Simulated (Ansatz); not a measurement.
## Structure types of Ca at a series of pressures

All-electron LAPW in Ansatz 0.2.0 under PBE, scalar-relativistic, energies extrapolated to zero smearing, no spin–orbit coupling; spin polarisation is left out. At each pressure a set of structure types was relaxed with symmetry kept. The table gives H = E + pV above the lowest type of that row in meV/atom (up to 5 of noise); a dash means not tried or turned into another type. Real phases may be missing from the set. k spacings are near 0.17 to 0.21 Å⁻¹, smearing 0.05 to 0.1 eV.

Question: Among bcc, fcc, sc, hcp, dhcp, beta tin, which leads at -0.37, 2.2, 51 GPa?

Answer: fcc or hcp at -0.37 GPa; fcc or hcp at 2.2 GPa; sc at 51 GPa.

| p (GPa) | V of the lowest (Å³/atom) | bcc | fcc | sc | hcp | dhcp | beta tin |
| --- | --- | --- | --- | --- | --- | --- | --- |
| -0.37 | 43.13 | 18 | 0 | 392 | 3 | 6 | – |
| 2.2 | 37.96 | 12 | 0 | 398 | 6 | – | – |
| 51 | 16.71 | 89 | 141 | 0 | 101 | 137 | – |
